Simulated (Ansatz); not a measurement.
Results of PBEsol in Ansatz (plane waves, PAW) for rock-salt NaBr.

Run with plane-wave cutoff 520 eV, 10×10×10 k mesh, Fermi–Dirac smearing 0.01 eV, scalar-relativistic PAW data made under PBE.

Energies at three volumes about the minimum:

```json
[
 {"V (Å³/atom)": "25.511", "E − E_lowest (meV/atom)": "0.72"},
 {"V (Å³/atom)": "26.031", "E − E_lowest (meV/atom)": "0.00"},
 {"V (Å³/atom)": "26.552", "E − E_lowest (meV/atom)": "0.67"}
]
```

### Question
Fit a parabola by hand: where is the minimum, what lattice constant follows, and what is the bulk modulus?

### Answer
Slopes: (0.00 − 0.72)/(26.031 − 25.511) = -1.385 and (0.67 − 0.00)/(26.552 − 26.031) = 1.286 meV/Å³. Curvature E″ = 2 × (1.286 − (-1.385))/(26.552 − 25.511) = 5.132 meV/Å⁶. From the middle of the first interval, the slope vanishes at V0 = 25.7710 − (-1.385)/5.132 = 26.041 Å³/atom. B = V0 E″ = 26.041 × 5.132 meV/Å³ × 0.1602 GPa per meV/Å³ = 21.4 GPa. With 8 atoms in the cube, a = (8 × 26.041)^(1/3) = 5.928 Å. The full Birch–Murnaghan fit to all volumes gives V0 = 26.030 Å³/atom and B0 = 21.5 GPa.

Measured, for comparison: bulk modulus 22.6 GPa (4 K, not corrected to a static lattice; as tabulated in Doll and Stoll (1998), arXiv:cond-mat/9801031); lattice constant a 5.926 Å (low temperature, not corrected to a static lattice; as tabulated in Doll and Stoll (1998), arXiv:cond-mat/9801031). Computed less measured: bulk modulus -4.9 %.

Ansatz is an electronic-structure program.
